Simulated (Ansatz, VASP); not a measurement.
**SiC in VASP and in Ansatz**

```
CELL_PARAMETERS angstrom
2.90505 0.00000 0.00000
-1.45253 2.51585 0.00000
0.00000 0.00000 2.49599
ATOMIC_POSITIONS crystal
Si 0.33333 0.66667 0.50000
C 0.66667 0.33333 0.00000
```

Alike in both runs: task relaxation of cell and atoms; functional PBE; k mesh 6 × 6 × 6; occupations gaussian, width 0.1 eV; no spin polarisation.

```csv
,VASP,Ansatz
version,VASP 6.6.1,Ansatz 0.2.0
potentials or method,"VASP PAW PBE potentials, release 64 (Si, C)","scalar-relativistic, plane waves, PAW"
plane-wave cutoff (eV),600,420
valence electrons in the cell,8,8
```

|  | VASP | Ansatz | Ansatz less VASP |
| --- | --- | --- | --- |
| gap on the k mesh at the Fermi level, each at its own relaxed structure (eV) | none | none | - |
| relaxed volume (Å³/atom) | 9.09 | 9.09 | +0.002 |
| relaxed cell length with the largest relative difference (Å) | 2.864 | 2.864 | +0.0003 |
| energy change over the relaxation (meV/atom) | -23 | -23 | -0.2 |

A gap of «none» marks a metal or a gap that the smearing closes.

Caveats: the k mesh is coarse (spacing up to 0.42 Å⁻¹), so the values aren't converged.
